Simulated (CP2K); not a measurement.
Crystal: Pt.

```xyz
1
Lattice="2.7435 0.0000 0.0000 -0.9128 2.6062 0.0000 -0.9121 -1.2739 2.2241" Properties=species:S:1:pos:R:3 pbc="T T T"
Pt    0.0000    0.0000    0.0000
```

This isn't the form of Pt at room conditions, which is fcc.

Program: CP2K 2026.2. Alike in all runs: potentials or basis POTENTIAL_UZH Pt GTH-PBE-q18; TZVP-MOLOPT-PBE-GTH basis; no spin polarisation; cell as given; k mesh 12 × 12 × 12; smearing fermi-dirac 0.05 eV.

Order these runs on this cell by their pressure, lowest first.
A. level vdW-DF2; cutoff of the non-local correlation (Ry) 300
B. level RPBE
C. level PBEsol; points a segment of the path (NPOINTS) 8; bands added on the path 4
D. level LDA; points a segment of the path (NPOINTS) 8; bands added on the path 4
E. level PW91

D (-15.0 GPa), C (-10.8 GPa), E (-0.2 GPa), B (2.5 GPa), A (22.2 GPa).

Caveats: the potentials were made for another functional, which shifts forces and pressure; the basis of atomic orbitals isn't converged, which shifts pressures, moduli and gaps.
